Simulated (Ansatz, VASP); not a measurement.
**One calculation of N, two programs**

File INCAR:

```
PREC     = Accurate       # precision mode
ENCUT    = 520            # plane-wave cutoff, eV
EDIFF    = 1E-7           # SCF threshold, eV
ISMEAR   = -1             # smearing method
SIGMA    = 0.05           # smearing width, eV
LREAL    = False          # projectors in reciprocal space
LASPH    = True           # aspherical terms in the spheres
NELM     = 80             # most SCF steps
ALGO     = Normal         # electronic algorithm
ISIF     = 2              # what is computed and relaxed
LWAVE    = False          # write WAVECAR
LCHARG   = False          # write CHGCAR
GGA      = PE             # functional
NBANDS   = 12             # bands
```

Contents of KPOINTS:

```
regular mesh
0
Gamma
  12 12 11
```

Contents of POSCAR:

```
N
1.0
    2.5688877806      0.0000000000      0.0000000000
   -1.2844438903      2.2247220775      0.0000000000
    0.0000000000      0.0000000000      2.4939750029
N
2
Direct
    0.3333333333      0.6666666667      0.7500000000
    0.6666666667      0.3333333333      0.2500000000
```

File input.yaml:

```yaml
crystal:
  lattice:
    - [2.5688877806, 0.0, 0.0]
    - [-1.2844438903, 2.2247220775, 0.0]
    - [0.0, 0.0, 2.4939750029]
  atoms:
    - { symbol: "N", position: [0.3333333333, 0.6666666667, 0.75] }
    - { symbol: "N", position: [0.6666666667, 0.3333333333, 0.25] }
hamiltonian:
  xc: pbe
  pseudopotentials: { kind: paw }
kpoints:
  mp_grid: { grid: [12, 12, 11] }
scf:
  occupations: { method: fermi_dirac, width: 0.05 }
output:
  forces: true
  stress: true
  eigenvalues: true
```

Change from the starting cell: volume scaled by 1.06.

Alike in both runs: task single point; functional PBE; k mesh 12 × 12 × 11; occupations fermi-dirac, width 0.05 eV; no spin polarisation.

```csv
,VASP,Ansatz
version,VASP 6.6.1,Ansatz 0.2.0
potentials or method,"VASP PAW PBE potentials, release 64 (N)",Ansatz PAW
plane-wave cutoff (eV),520,420
valence electrons in the cell,10,10
```

Ansatz gave:

- gap on the k mesh at the Fermi level (eV): none
- pressure (GPa): -1.7
- largest component of the traceless stress (GPa): 9.92

Question: What did VASP give for the same quantities?

Answer: gap on the k mesh at the Fermi level (eV): none; pressure (GPa): -1.8; largest component of the traceless stress (GPa): 9.83.

A gap of «none» marks a metal or a gap that the smearing closes.

Caveats: the pressure holds a Pulay correction of +1.1 GPa for the finite cutoff (Ansatz).
